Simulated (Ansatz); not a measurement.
Below is a relaxed structure of BN. It comes from a database structure that was distorted and then relaxed.

Computed with Ansatz 0.2.0, DFT PBE, scalar-relativistic, plane waves, PAW. Cutoff 420 eV, Γ-centred mesh, Gaussian smearing, no spin polarisation.

```
CELL_PARAMETERS angstrom
2.51215 0.00000 0.00000
-1.25607 2.17558 0.00000
0.00000 0.00000 8.35190
ATOMIC_POSITIONS crystal
B 0.00000 0.00000 0.50000
B 0.33333 0.66667 0.00000
N 0.33333 0.66667 0.50000
N 0.66667 0.33333 0.00000
```

Energies over the elements count from the elements' standard structures at the same level (N₂ as a molecule), with no fitted energy shifts.

Q: Find its symmetry and describe it.

A: P-6m2 (No. 187). Conventional cell: a = 2.512 Å, c = 8.352 Å. Around B on its first site lie 3 N at 1.45 Å; B on its second site is surrounded by 3 N at 1.45 Å; around N on its first site lie 3 B at 1.45 Å; N on its second site has 3 B at 1.45 Å.

Q: What is its formation energy per atom?

A: −1.251 eV/atom. Whether it is stable depends on the other phases of the system, which aren't compared here.

Q: Is it a metal?

A: No, the gap on the 12×12×4 mesh is 4.39 eV.

The last run used a 12×12×4 mesh (in the run's order of axes) for its 4-atom cell and Gaussian smearing of 0.02 eV. Weakly bound directions are ill-defined at this level, which has no dispersion term. Kohn–Sham gaps at this level usually fall short of measured ones. A structure relaxed within its symmetry needn't be a true minimum.
